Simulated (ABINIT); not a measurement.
# Fe (Im-3m) in ABINIT: convergence with smearing width

Aim: find how far smearing width must go before the results for Fe settle, at PBE. This setting moves, with any that are tied to it; all else stays.

All numbers are computed with ABINIT 10.8.3 (patched build); they aren't measurements. Logs are shortened: lines on timing, memory, paths and dates and some standing lists are left out, and cuts for length are marked. The log counts tension as positive stress, the text compression.

**1. Starting point**

The structure is cubic, space group Im-3m (No. 229). The conventional cell has a = 2.886 Å, b = 2.886 Å, c = 2.886 Å, α = 90.00°, β = 90.00°, γ = 90.00°. Fe (site symmetry m-3m) is surrounded by 8 Fe at 2.50 Å.

**2. With smearing width 0.272 eV**

Input file run.abi:

```
# Pseudopotentials
pp_dirpath "./"
pseudos "Fe_ONCV_PBE-1.2.upf"

# Structure
acell 4.7230856957 4.7230856957 4.7230856957
rprim
    -0.5773502692     0.5773502692     0.5773502692
     0.5773502692    -0.5773502692     0.5773502692
     0.5773502692     0.5773502692    -0.5773502692
ntypat 1
znucl 26
natom 1
typat 1
xred
     0.0000000000     0.0000000000     0.0000000000

# Plane-wave basis
ecut 1088.455450 eV

# k points
kptopt 1
ngkpt 11 11 11
nshiftk 1
shiftk 0.0 0.0 0.0

# Exchange and correlation
ixc 11

# Bands and occupations
nband 13
occopt 3
tsmear 0.272 eV

# Spin
nsppol 2
spinat
     0.0000000000     0.0000000000     3.0000000000

# SCF cycle
nstep 100
tolvrs 1.0e-10

# Output
iomode 3
prtwf 0
prtden 0
prteig 0
prtebands 0
enunit 1
```

Potentials or basis: SG15 NC PBE v1.2.

Run with:

```
$ abinit run.abi > log 2>&1
```

run.abo:

```text
.Version 10.8.3 of ABINIT
 Symmetries : space group Im -3 m (#229); Bravais cI (body-center cubic)
================================================================================
 Values of the parameters that define the memory need of the present run
     intxc =       0    ionmov =       0      iscf =       7    lmnmax =       6
     lnmax =       6     mgfft =      30  mpssoang =       3    mqgrid =    3001
     natom =       1  nloc_mem =       1    nspden =       2   nspinor =       1
    nsppol =       2      nsym =      48    n1xccc =       0    ntypat =       1
    occopt =       3   xclevel =       2
       mpw =         989          nfft =       27000          nkpt =          56
================================================================================
================================================================================

--------------------------------------------------------------------------------
------------- Echo of variables that govern the present computation ------------
--------------------------------------------------------------------------------
 -outvars: echo values of preprocessed input variables --------
            acell      4.7230856957E+00  4.7230856957E+00  4.7230856957E+00 Bohr
              amu      5.58470000E+01
             ecut      4.00000000E+01 Hartree
           enunit           1
                       outvar_i_n : Printing only first  50 k-points.
              ixc          11
                       outvar_i_n : Printing only first  50 k-points.
         kptrlatt       11    0    0      0   11    0      0    0   11
          kptrlen      5.19539427E+01
            natom           1
            nband          13
            ngfft          30      30      30
             nkpt          56
           nspden           2
           nsppol           2
            nstep         100
             nsym          48
           ntypat           1
                       prtocc : prtvol=0, do not print more k-points.
                       1.000000  1.000000  1.000000  1.000000  1.000000  1.000000
                       1.000000  1.000000  0.000000  0.000000  0.000000  0.000000
                       0.000000
                       1.000000  1.000000  1.000000  1.000000  1.000000  1.000000
                       1.000000  1.000000  0.000000  0.000000  0.000000  0.000000
                       0.000000
                       1.000000  1.000000  1.000000  1.000000  1.000000  1.000000
                       1.000000  1.000000  0.000000  0.000000  0.000000  0.000000
                       0.000000
                       1.000000  1.000000  1.000000  1.000000  1.000000  1.000000
                       1.000000  1.000000  0.000000  0.000000  0.000000  0.000000
                       0.000000
                       1.000000  1.000000  1.000000  1.000000  1.000000  1.000000
                       1.000000  1.000000  0.000000  0.000000  0.000000  0.000000
                       0.000000
                       1.000000  1.000000  1.000000  1.000000  1.000000  1.000000
                       1.000000  1.000000  0.000000  0.000000  0.000000  0.000000
[... 118 lines left out ...]
                       1.000000  1.000000  1.000000  1.000000  1.000000  1.000000
                       1.000000  1.000000  0.000000  0.000000  0.000000  0.000000
                       0.000000
                       1.000000  1.000000  1.000000  1.000000  1.000000  1.000000
                       1.000000  1.000000  0.000000  0.000000  0.000000  0.000000
                       0.000000
                       1.000000  1.000000  1.000000  1.000000  1.000000  1.000000
                       1.000000  1.000000  0.000000  0.000000  0.000000  0.000000
                       0.000000
                       1.000000  1.000000  1.000000  1.000000  1.000000  1.000000
                       1.000000  1.000000  0.000000  0.000000  0.000000  0.000000
                       0.000000
                       1.000000  1.000000  1.000000  1.000000  1.000000  1.000000
                       1.000000  1.000000  0.000000  0.000000  0.000000  0.000000
                       0.000000
                       prtocc : prtvol=0, do not print more k-points.
           occopt           3
           prtden           0
        prtebands           0
           prteig           0
            prtwf           0
            rprim     -5.7735026920E-01  5.7735026920E-01  5.7735026920E-01
                       5.7735026920E-01 -5.7735026920E-01  5.7735026920E-01
                       5.7735026920E-01  5.7735026920E-01 -5.7735026920E-01
[... 86 lines left out ...]
- [  2.7268748,   2.7268748,  -2.7268748, ]
lattice_lengths: [   4.72309,    4.72309,    4.72309, ]
lattice_angles: [109.471, 109.471, 109.471, ] # degrees, (23, 13, 12)
lattice_volume:   8.1106486E+01
convergence: {deltae: -4.405E-13, res2:  4.643E-11, residm:  1.380E-03, diffor: null, }
etotal    :  -1.18359205E+02
entropy   :   0.00000000E+00
fermie    :   2.44290444E-01
cartesian_stress_tensor: # hartree/bohr^3
- [  1.76384084E-04,   0.00000000E+00,   0.00000000E+00, ]
- [  0.00000000E+00,   1.76384084E-04,   0.00000000E+00, ]
- [  0.00000000E+00,   0.00000000E+00,   1.76384084E-04, ]
pressure_GPa:  -5.1894E+00
xred      :
- [  0.0000E+00,   0.0000E+00,   0.0000E+00, Fe]
cartesian_forces: # hartree/bohr
- [ -0.00000000E+00,  -0.00000000E+00,  -0.00000000E+00, ]
force_length_stats: {min:   0.00000000E+00, max:   0.00000000E+00, mean:   0.00000000E+00, }
...

 Integrated electronic and magnetization densities in atomic spheres:
 ------------------------------------------------------------------------------------------------------------
 Radius=ratsph(iatom), smearing ratsm=  0.0000. Diff(up-dn)=approximate z local magnetic moment.
    Atom    Radius    up_density   dn_density  Total(up+dn)  Diff(up-dn)
    1 Fe   2.00000     8.233170     5.830929     14.064099     2.402241
 ------------------------------------------------------------------------------------------------------------
  Sum:                 8.233170     5.830929     14.064099     2.402241
 Total magnetization (from the atomic spheres):                2.402241
 Total magnetization (exact up - dn):                          2.356599

================================================================================

 ----iterations are completed or convergence reached----

 Mean square residual over all n,k,spin=   22.729E-07; max=  13.796E-04
 reduced coordinates (array xred) for    1 atoms
       0.000000000000      0.000000000000      0.000000000000
 rms dE/dt=  0.0000E+00; max dE/dt=  0.0000E+00; dE/dt below (all hartree)
    1       0.000000000000      0.000000000000      0.000000000000

 cartesian coordinates (angstrom) at end:
    1      0.00000000000000     0.00000000000000     0.00000000000000

 cartesian forces (hartree/bohr) at end:
    1     -0.00000000000000    -0.00000000000000    -0.00000000000000
 frms,max,avg= 0.0000000E+00 0.0000000E+00   0.000E+00  0.000E+00  0.000E+00 h/b

 cartesian forces (eV/Angstrom) at end:
    1     -0.00000000000000    -0.00000000000000    -0.00000000000000
 frms,max,avg= 0.0000000E+00 0.0000000E+00   0.000E+00  0.000E+00  0.000E+00 e/A
 length scales=  4.723085695700  4.723085695700  4.723085695700 bohr
              =  2.499349313611  2.499349313611  2.499349313611 angstroms
 Fermi (or HOMO) energy (eV) =   6.64748   Average Vxc (eV)= -13.42713
 Eigenvalues (   eV  ) for nkpt=  56  k points, SPIN UP:
 kpt#   1, nband= 13, wtk=  0.00075, kpt=  0.0000  0.0000  0.0000 (reduced coord)
 -81.32583  -47.42857  -47.42857  -47.42857   -1.62946    4.19953    4.19953    4.19953
   5.31507    5.31507   30.73958   30.73958   30.73958
 prteigrs : prtvol=0 or 1, do not print more k-points.

 Eigenvalues (   eV  ) for nkpt=  56  k points, SPIN DOWN:
 kpt#   1, nband= 13, wtk=  0.00075, kpt=  0.0000  0.0000  0.0000 (reduced coord)
 -79.06813  -44.63655  -44.63655  -44.63655   -1.55767    6.44215    6.44215    6.44215
   8.38415    8.38415   30.45344   30.45344   30.45344
 prteigrs : prtvol=0 or 1, do not print more k-points.

--- !EnergyTerms
iteration_state     : {dtset: 1, }
comment             : Components of total free energy in Hartree
kinetic             :  5.18100345295055E+01
hartree             :  2.86282696580210E+01
xc                  : -1.25508044490589E+01
Ewald energy        : -8.54131406952493E+01
psp_core            :  6.66830132828178E+00
local_psp           : -6.97137241819689E+01
non_local_psp       : -3.77786816467555E+01
internal            : -1.18349745457224E+02
'-kT*entropy'       : -9.45960285758245E-03
total_energy        : -1.18359205060082E+02
total_energy_eV     : -3.22071804465716E+03
band_energy         : -1.47909301514239E+01
...

 Cartesian components of stress tensor (hartree/bohr^3)
  sigma(1 1)=  1.76384084E-04  sigma(3 2)=  0.00000000E+00
  sigma(2 2)=  1.76384084E-04  sigma(3 1)=  0.00000000E+00
  sigma(3 3)=  1.76384084E-04  sigma(2 1)=  0.00000000E+00

-Cartesian components of stress tensor (GPa)         [Pressure= -5.1894E+00 GPa]
- sigma(1 1)=  5.18939891E+00  sigma(3 2)=  0.00000000E+00
- sigma(2 2)=  5.18939891E+00  sigma(3 1)=  0.00000000E+00
- sigma(3 3)=  5.18939891E+00  sigma(2 1)=  0.00000000E+00

== END DATASET(S) ==============================================================
================================================================================

 -outvars: echo values of variables after computation  --------
            acell      4.7230856957E+00  4.7230856957E+00  4.7230856957E+00 Bohr
           etotal     -1.1835920506E+02
            fcart     -0.0000000000E+00 -0.0000000000E+00 -0.0000000000E+00
            rprim     -5.7735026920E-01  5.7735026920E-01  5.7735026920E-01
                       5.7735026920E-01 -5.7735026920E-01  5.7735026920E-01
                       5.7735026920E-01  5.7735026920E-01 -5.7735026920E-01
           strten      1.7638408386E-04  1.7638408386E-04  1.7638408386E-04
                       0.0000000000E+00  0.0000000000E+00  0.0000000000E+00
 Calculation completed.
```

Run time: 52 s. Hardware: 1 thread of Arm Neoverse V1, shared host; peak memory 0.08 GiB.

Results:

```yaml
Free_energy: -3220.7180 eV
Pressure: -5.2 GPa
Band_gap_on_the_k_mesh: none (metal or under the smearing width)
Net_moment: 2.36 μB per cell
Site_moments: Fe +2.40 μB
Valence_electrons_inside_the_program's_atomic_spheres: Fe 14.06 (radii [1.0584] Å)
```

**3. With smearing width 0.2 eV**

run.abi, as its differences from that of step 2:

```diff
@@ -32,3 +32,3 @@
 occopt 3
-tsmear 0.272 eV
+tsmear 0.2 eV
```

Potentials or basis: SG15 NC PBE v1.2.

Run with:

```
$ abinit run.abi > log 2>&1
```

Wall time 53 s (1 thread of Arm Neoverse V1, shared host); peak memory 0.08 GiB.

It converged, with:

```
Free energy                                           : -3220.6607 eV
Pressure                                              : -5.3 GPa
Band gap on the k mesh                                : none (metal or under the smearing width)
Net moment                                            : 2.40 μB per cell
Site moments                                          : Fe +2.45 μB
Valence electrons inside the program's atomic spheres : Fe 14.06 (radii [1.0584] Å)
```

**4. With smearing width 0.136 eV**

run.abi, as its differences from that of step 3:

```diff
@@ -32,3 +32,3 @@
 occopt 3
-tsmear 0.2 eV
+tsmear 0.136 eV
```

Run with:

```
$ abinit run.abi > log 2>&1
```

Run time: 54 s. Hardware: 1 thread of Arm Neoverse V1, shared host; peak memory 0.08 GiB.

Results (log left out):

```
Free energy                                           : -3220.6250 eV
Pressure                                              : -5.4 GPa
Band gap on the k mesh                                : none (metal or under the smearing width)
Net moment                                            : 2.41 μB per cell
Site moments                                          : Fe +2.47 μB
Valence electrons inside the program's atomic spheres : Fe 14.06 (radii [1.0584] Å)
```

**5. With smearing width 0.1 eV**

run.abi, as its differences from that of step 4:

```diff
@@ -32,3 +32,3 @@
 occopt 3
-tsmear 0.136 eV
+tsmear 0.1 eV
```

Run with:

```
$ abinit run.abi > log 2>&1
```

Wall time 54 s (1 thread of Arm Neoverse V1, shared host); peak memory 0.08 GiB.

It converged, with:

```
Free energy                                           : -3220.6100 eV
Pressure                                              : -5.6 GPa
Band gap on the k mesh                                : none (metal or under the smearing width)
Net moment                                            : 2.41 μB per cell
Site moments                                          : Fe +2.47 μB
Valence electrons inside the program's atomic spheres : Fe 14.07 (radii [1.0584] Å)
```

**6. With smearing width 0.05 eV**

run.abi, as its differences from that of step 5:

```diff
@@ -32,3 +32,3 @@
 occopt 3
-tsmear 0.1 eV
+tsmear 0.05 eV
```

Potentials or basis: SG15 NC PBE v1.2.

Run with:

```
$ abinit run.abi > log 2>&1
```

Run time: 55 s. Hardware: 1 thread of Arm Neoverse V1, shared host; peak memory 0.08 GiB.

It converged, with:

* Free energy: -3220.5955 eV
* Pressure: -6.0 GPa
* Band gap on the k mesh: none (metal or under the smearing width)
* Net moment: 2.41 μB per cell
* Site moments: Fe +2.46 μB
* Valence electrons inside the program's atomic spheres: Fe 14.07 (radii [1.0584] Å)

**7. With smearing width 0.025 eV**

run.abi, as its differences from that of step 6:

```diff
@@ -32,3 +32,3 @@
 occopt 3
-tsmear 0.05 eV
+tsmear 0.025 eV
```

Run with:

```
$ abinit run.abi > log 2>&1
```

Wall time 59 s (1 thread of Arm Neoverse V1, shared host); peak memory 0.08 GiB.

It converged, with:

```
Free energy                                           : -3220.5916 eV
Pressure                                              : -6.3 GPa
Band gap on the k mesh                                : none (metal or under the smearing width)
Net moment                                            : 2.40 μB per cell
Site moments                                          : Fe +2.45 μB
Valence electrons inside the program's atomic spheres : Fe 14.07 (radii [1.0584] Å)
```

**8. With smearing width 0.01 eV**

run.abi, as its differences from that of step 7:

```diff
@@ -32,3 +32,3 @@
 occopt 3
-tsmear 0.025 eV
+tsmear 0.01 eV
```

Run with:

```
$ abinit run.abi > log 2>&1
```

Wall time 66 s (1 thread of Arm Neoverse V1, shared host); peak memory 0.08 GiB.

The run converged. Its results:

- Free energy: -3220.5906 eV
- Pressure: -6.1 GPa
- Band gap on the k mesh: none (metal or under the smearing width)
- Net moment: 2.40 μB per cell
- Site moments: Fe +2.46 μB
- Valence electrons inside the program's atomic spheres: Fe 14.07 (radii [1.0584] Å)

**9. Summary**

| smearing width | energy less the tightest run, at zero smearing (meV/atom) | pressure (GPa) | largest site moment (μB) | SCF cycles | CPU time (s) | peak memory (GiB) |
| --- | --- | --- | --- | --- | --- | --- |
| 0.272 eV | 1.08 | -5.19 | 2.40 | 12 | 52 | 0.08 |
| 0.2 eV | -4.45 | -5.29 | 2.45 | 12 | 53 | 0.08 |
| 0.136 eV | -2.99 | -5.44 | 2.47 | 13 | 54 | 0.08 |
| 0.1 eV | -1.19 | -5.61 | 2.47 | 13 | 54 | 0.08 |
| 0.05 eV | 0.08 | -6.01 | 2.46 | 13 | 55 | 0.08 |
| 0.025 eV | 0.16 | -6.27 | 2.45 | 14 | 59 | 0.08 |
| 0.01 eV | 0.00 | -6.15 | 2.46 | 16 | 66 | 0.08 |

Against the tightest run, the energy stays within 1 meV/atom from 0.05 eV on; the largest site moment stays within 0.02 μB from 0.2 eV on. Not settled before the last step: the pressure (to 0.1 GPa). Narrower smearing needs a denser k mesh, so at a fixed mesh the narrowest width isn't the most accurate. The tightest run that finished is the yardstick and may itself not be fully converged.
